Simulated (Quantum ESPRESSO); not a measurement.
# FePt (Tetraferroplatinum) (P4/mmm) in Quantum ESPRESSO: single point with PBEsol

Aim: the single point of FePt (Tetraferroplatinum) with PBEsol.

Program: Quantum ESPRESSO 7.5. These are calculated values, not measurements. Logs are shortened: lines on timing, memory, paths and dates and some standing lists are left out, and cuts for length are marked.

## 1. The undisturbed crystal

The structure is tetragonal, space group P4/mmm (No. 123). Conventional cell: a = 2.724 Å, b = 2.724 Å, c = 3.720 Å, α = 90.00°, β = 90.00°, γ = 90.00°. Pt (site symmetry 4/mmm) is surrounded by 8 Fe at 2.68 Å and 4 Pt at 2.72 Å. Fe (site symmetry 4/mmm) has 8 Pt at 2.68 Å and 4 Fe at 2.72 Å as nearest neighbours.

## 2. Single point, PBEsol, collinear spin, ferromagnetic start (atoms moved at random, drawn with an rms of 0.05 Å)

The input, pw.in:

```
&CONTROL
  calculation = 'scf'
  prefix = 'pwscf'
  outdir = './tmp'
  pseudo_dir = './pseudo'
  tprnfor = .true.
  tstress = .true.
  disk_io = 'nowf'
/
&SYSTEM
  ibrav = 0
  nat = 2
  ntyp = 2
  ecutwfc = 56
  ecutrho = 448
  nbnd = 27
  occupations = 'smearing'
  smearing = 'fd'
  degauss = 0.00367493
  nspin = 2
  starting_magnetization(1) = 0
  starting_magnetization(2) = 0.1875
/
&ELECTRONS
  conv_thr = 4d-10
  electron_maxstep = 120
  mixing_beta = 0.3
/
ATOMIC_SPECIES
Pt   195.0840 pt_pbesol_v1.4.uspp.F.UPF
Fe    55.8450 fe_pbesol_v1.5.uspp.F.UPF
CELL_PARAMETERS angstrom
   2.7235000000    0.0000000000    0.0000000000
   0.0000000000    2.7235000000    0.0000000000
   0.0000000000    0.0000000000    3.7200000000
ATOMIC_POSITIONS crystal
Pt     0.4965890000    0.4972740000    0.5021890000
Fe    -0.0087830000    0.0190000000    0.0115830000
K_POINTS automatic
10 10 7 0 0 0
```

Potentials or basis: GBRV 1.5 PBEsol.

Run with:

```console
> OMP_NUM_THREADS=1 mpirun -n 2 pw.x -nk 2 -in pw.in > pw.out
```

pw.out:

```text
This program is part of the open-source Quantum ESPRESSO suite
     for quantum simulation of materials; please cite
[... 10 lines left out ...]
     --------------------
     sticks:   dense  smooth     PW     G-vecs:    dense   smooth      PW
     Sum         949     481    145                29907    10593    1891

     Using Slab Decomposition

     bravais-lattice index     =            0
     lattice parameter (alat)  =       5.1467  a.u.
     unit-cell volume          =     186.2063 (a.u.)^3
     number of atoms/cell      =            2
     number of atomic types    =            2
     number of electrons       =        32.00
     number of Kohn-Sham states=           27
     kinetic-energy cutoff     =      56.0000  Ry
     charge density cutoff     =     448.0000  Ry
     scf convergence threshold =      4.0E-10
     mixing beta               =       0.3000
     number of iterations used =            8  plain     mixing
     Exchange-correlation= SLA  PW   PSX  PSC
                           (   1   4  10   8   0   0   0)

     celldm(1)=   5.146669  celldm(2)=   0.000000  celldm(3)=   0.000000
     celldm(4)=   0.000000  celldm(5)=   0.000000  celldm(6)=   0.000000

     crystal axes: (cart. coord. in units of alat)
               a(1) = (   1.000000   0.000000   0.000000 )
               a(2) = (   0.000000   1.000000   0.000000 )
               a(3) = (   0.000000   0.000000   1.365889 )

     reciprocal axes: (cart. coord. in units 2 pi/alat)
               b(1) = (  1.000000  0.000000  0.000000 )
               b(2) = (  0.000000  1.000000  0.000000 )
               b(3) = (  0.000000  0.000000  0.732124 )

     PseudoPot. # 1 for Pt read from file:
     pt_pbesol_v1.4.uspp.F.UPF
     Pseudo is Ultrasoft + core correction, Zval = 16.0
     Generated by new atomic code, or converted to UPF format
     Using radial grid of  985 points,  6 beta functions with:
                l(1) =   0
                l(2) =   0
                l(3) =   1
                l(4) =   1
                l(5) =   2
                l(6) =   2
     Q(r) pseudized with  8 coefficients,  rinner =    1.300   1.300   1.300
                                                       1.300   1.300

     PseudoPot. # 2 for Fe read from file:
     fe_pbesol_v1.5.uspp.F.UPF
     Pseudo is Ultrasoft + core correction, Zval = 16.0
     Generated by new atomic code, or converted to UPF format
     Using radial grid of  861 points,  6 beta functions with:
                l(1) =   0
                l(2) =   0
                l(3) =   1
                l(4) =   1
                l(5) =   2
                l(6) =   2
     Q(r) pseudized with  8 coefficients,  rinner =    1.000   1.000   1.000
                                                       1.000   1.000

     atomic species   valence    mass     pseudopotential
     Pt               16.00   195.08400     Pt( 1.00)
     Fe               16.00    55.84500     Fe( 1.00)

     Starting magnetic structure
     atomic species   magnetization
     Pt              0.000
     Fe              0.188

     No symmetry found

   Cartesian axes

     site n.     atom                  positions (alat units)
         1        Pt     tau(   1) = (   0.4965890   0.4972740   0.6859347  )
         2        Fe     tau(   2) = (  -0.0087830   0.0190000   0.0158211  )

     number of k points=   352  Fermi-Dirac smearing, width (Ry)=  0.0037

     Number of k-points >= 100: set verbosity='high' to print them.

     Dense  grid:    29907 G-vectors     FFT dimensions: (  36,  36,  48)

     Smooth grid:    10593 G-vectors     FFT dimensions: (  25,  25,  36)

     Check: negative core charge=   -0.000018
     Generating pointlists ...
     new r_m :   0.3962 (alat units)  2.0390 (a.u.) for type    1
     new r_m :   0.3962 (alat units)  2.0390 (a.u.) for type    2

     Initial potential from superposition of free atoms

     starting charge      30.5000, renormalised to      32.0000

     negative rho (up, down):  9.539E-02 9.546E-02
     Starting wfcs are   25 randomized atomic wfcs +    2 random wfcs

     Self-consistent Calculation

     iteration #  1     ecut=    56.00 Ry     beta= 0.30
     Davidson diagonalization with overlap
     ethr =  1.00E-02,  avg # of iterations =  4.6

     negative rho (up, down):  8.846E-02 8.843E-02

     total energy              =    -458.37504033 Ry
     estimated scf accuracy    <       8.00086871 Ry

     total magnetization       =     0.88 Bohr mag/cell
     absolute magnetization    =     1.05 Bohr mag/cell

     iteration #  2     ecut=    56.00 Ry     beta= 0.30
     Davidson diagonalization with overlap
     ethr =  1.00E-02,  avg # of iterations =  2.0

     negative rho (up, down):  8.920E-02 8.913E-02

     total energy              =    -459.70341169 Ry
     estimated scf accuracy    <      13.50235894 Ry

     total magnetization       =     0.86 Bohr mag/cell
     absolute magnetization    =     0.95 Bohr mag/cell

     iteration #  3     ecut=    56.00 Ry     beta= 0.30
     Davidson diagonalization with overlap
     ethr =  1.00E-02,  avg # of iterations =  2.0

     negative rho (up, down):  8.882E-02 8.788E-02

     total energy              =    -460.74938701 Ry
     estimated scf accuracy    <       0.18124867 Ry

     total magnetization       =     3.13 Bohr mag/cell
     absolute magnetization    =     3.16 Bohr mag/cell

     iteration #  4     ecut=    56.00 Ry     beta= 0.30
     Davidson diagonalization with overlap
     ethr =  5.66E-04,  avg # of iterations =  1.6

     negative rho (up, down):  8.820E-02 8.606E-02

     total energy              =    -460.77201225 Ry
     estimated scf accuracy    <       0.02672650 Ry

     total magnetization       =     3.05 Bohr mag/cell
     absolute magnetization    =     3.11 Bohr mag/cell

     iteration #  5     ecut=    56.00 Ry     beta= 0.30
     Davidson diagonalization with overlap
     ethr =  8.35E-05,  avg # of iterations =  1.6

     negative rho (up, down):  8.815E-02 8.516E-02

     total energy              =    -460.78184892 Ry
     estimated scf accuracy    <       0.03964056 Ry

     total magnetization       =     3.27 Bohr mag/cell
     absolute magnetization    =     3.36 Bohr mag/cell

     iteration #  6     ecut=    56.00 Ry     beta= 0.30
     Davidson diagonalization with overlap
     ethr =  8.35E-05,  avg # of iterations =  1.0

     negative rho (up, down):  8.824E-02 8.467E-02

     total energy              =    -460.78144403 Ry
     estimated scf accuracy    <       0.01582542 Ry

     total magnetization       =     3.29 Bohr mag/cell
     absolute magnetization    =     3.42 Bohr mag/cell

     iteration #  7     ecut=    56.00 Ry     beta= 0.30
     Davidson diagonalization with overlap
     ethr =  4.95E-05,  avg # of iterations =  1.1

     negative rho (up, down):  8.837E-02 8.471E-02

     total energy              =    -460.78265749 Ry
     estimated scf accuracy    <       0.00063207 Ry

     total magnetization       =     3.30 Bohr mag/cell
     absolute magnetization    =     3.45 Bohr mag/cell

     iteration #  8     ecut=    56.00 Ry     beta= 0.30
     Davidson diagonalization with overlap
     ethr =  1.98E-06,  avg # of iterations =  3.4

     negative rho (up, down):  8.846E-02 8.469E-02

     total energy              =    -460.78270427 Ry
     estimated scf accuracy    <       0.00074942 Ry

     total magnetization       =     3.32 Bohr mag/cell
     absolute magnetization    =     3.47 Bohr mag/cell

     iteration #  9     ecut=    56.00 Ry     beta= 0.30
     Davidson diagonalization with overlap
     ethr =  1.98E-06,  avg # of iterations =  1.0

     negative rho (up, down):  8.853E-02 8.469E-02

     total energy              =    -460.78269746 Ry
     estimated scf accuracy    <       0.00028761 Ry

     total magnetization       =     3.32 Bohr mag/cell
     absolute magnetization    =     3.48 Bohr mag/cell

     iteration # 10     ecut=    56.00 Ry     beta= 0.30
     Davidson diagonalization with overlap
     ethr =  8.99E-07,  avg # of iterations =  1.0

     negative rho (up, down):  8.853E-02 8.470E-02

     total energy              =    -460.78271904 Ry
     estimated scf accuracy    <       0.00000859 Ry

     total magnetization       =     3.33 Bohr mag/cell
     absolute magnetization    =     3.49 Bohr mag/cell

     iteration # 11     ecut=    56.00 Ry     beta= 0.30
     Davidson diagonalization with overlap
     ethr =  2.68E-08,  avg # of iterations =  1.1

     negative rho (up, down):  8.853E-02 8.470E-02

     total energy              =    -460.78271967 Ry
     estimated scf accuracy    <       0.00000061 Ry

     total magnetization       =     3.32 Bohr mag/cell
     absolute magnetization    =     3.49 Bohr mag/cell

     iteration # 12     ecut=    56.00 Ry     beta= 0.30
     Davidson diagonalization with overlap
     ethr =  1.90E-09,  avg # of iterations =  1.8

     negative rho (up, down):  8.853E-02 8.470E-02

     total energy              =    -460.78271985 Ry
     estimated scf accuracy    <       0.00000001 Ry

     total magnetization       =     3.32 Bohr mag/cell
     absolute magnetization    =     3.49 Bohr mag/cell

     iteration # 13     ecut=    56.00 Ry     beta= 0.30
     Davidson diagonalization with overlap
     ethr =  4.27E-11,  avg # of iterations =  3.6

     negative rho (up, down):  8.853E-02 8.470E-02

     total energy              =    -460.78271986 Ry
     estimated scf accuracy    <          2.4E-09 Ry

     total magnetization       =     3.32 Bohr mag/cell
     absolute magnetization    =     3.49 Bohr mag/cell

     iteration # 14     ecut=    56.00 Ry     beta= 0.30
     Davidson diagonalization with overlap
     ethr =  7.58E-12,  avg # of iterations =  2.0

     negative rho (up, down):  8.853E-02 8.470E-02

     Magnetic moment per site  (integrated on atomic sphere of radius R)
     atom   1 (R=0.396)  charge= 13.5732  magn=  0.3942
     atom   2 (R=0.396)  charge= 14.5808  magn=  2.9778

     End of self-consistent calculation

     Number of k-points >= 100: set verbosity='high' to print the bands.

     the Fermi energy is    19.8449 ev

!    total energy              =    -460.78271987 Ry
     estimated scf accuracy    <          3.5E-10 Ry
     smearing contrib. (-TS)   =      -0.00084176 Ry
     internal energy E=F+TS    =    -460.78187811 Ry

     The total energy is F=E-TS. E is the sum of the following terms:
     one-electron contribution =    -144.26189477 Ry
     hartree contribution      =      95.28995376 Ry
     xc contribution           =     -85.62582735 Ry
     ewald contribution        =    -326.18410976 Ry

     total magnetization       =     3.32 Bohr mag/cell
     absolute magnetization    =     3.49 Bohr mag/cell

     convergence has been achieved in  14 iterations

     negative rho (up, down):  8.853E-02 8.470E-02

     Forces acting on atoms (cartesian axes, Ry/au):

     atom    1 type  1   force =    -0.00232354    0.00926167    0.01133656
     atom    2 type  2   force =     0.00232354   -0.00926167   -0.01133656

     Total force =     0.020962     Total SCF correction =     0.000008

     Computing stress (Cartesian axis) and pressure

     negative rho (up, down):  8.853E-02 8.470E-02
          total   stress  (Ry/bohr**3)                   (kbar)     P=      -55.76
  -0.00039619  -0.00000323  -0.00000591          -58.28       -0.48       -0.87
  -0.00000323  -0.00039768   0.00002377           -0.48      -58.50        3.50
  -0.00000591   0.00002377  -0.00034336           -0.87        3.50      -50.51

=------------------------------------------------------------------------------=
   JOB DONE.
=------------------------------------------------------------------------------=
```

It took 2.7 min on 2 MPI ranks of Arm Neoverse V2, shared host; peak memory 0.58 GiB.

What came out:

| Property | Result |
| --- | --- |
| Free energy | -6269.2683 eV |
| Pressure | -5.6 GPa |
| Largest force | 0.381 eV/Å |
| Band gap on the k mesh | none (metal or under the smearing width) |
| Net moment | 3.32 μB per cell |
| Absolute moment | 3.49 μB per cell |
| Site moments | Pt +0.39; Fe +2.98 μB |
| Valence electrons inside the program's atomic spheres | Pt 13.57; Fe 14.58 |

Forces in eV/Å, atoms in the order of the input:
```
Pt  -0.060  0.238  0.291
Fe   0.060 -0.238 -0.291
```

Stress tensor (GPa, compression positive):
```
-5.83 -0.05 -0.09
-0.05 -5.85  0.35
-0.09  0.35 -5.05
```

Levels at points of the mesh, in eV from the Fermi level:
Spin up:
```
             k point  band 14  band 15  band 16  band 17  band 18  band 19  band 20  band 21  band 22  band 23
  (0.00, 0.00, 0.00)    -2.17    -1.97    -0.55    -0.46    -0.44     2.13     9.63    11.48    11.51    16.94
 (0.00, -0.50, 0.00)    -2.75    -2.60    -2.27    -1.61     0.02     1.98    10.25    10.41    12.40    13.20
(-0.50, -0.50, 0.00)    -0.59    -0.54    -0.54     0.52     1.45     1.47     7.49     9.85    10.78    12.20
 (-0.50, 0.00, 0.00)    -2.71    -2.58    -2.21    -1.64     0.03     1.97    10.29    10.41    12.37    13.18
```
Spin down:
```
             k point  band 13  band 14  band 15  band 16  band 17  band 18
  (0.00, 0.00, 0.00)    -0.78    -0.75     0.57     1.66     1.74     1.76
 (0.00, -0.50, 0.00)    -1.44    -1.15    -0.88     0.49     0.79     2.27
(-0.50, -0.50, 0.00)     1.14     1.52     1.72     1.81     1.82     1.84
 (-0.50, 0.00, 0.00)    -1.51    -1.07    -0.87     0.50     0.78     2.31
```

The run has no spin-orbit coupling, so splittings on Pt are missing.
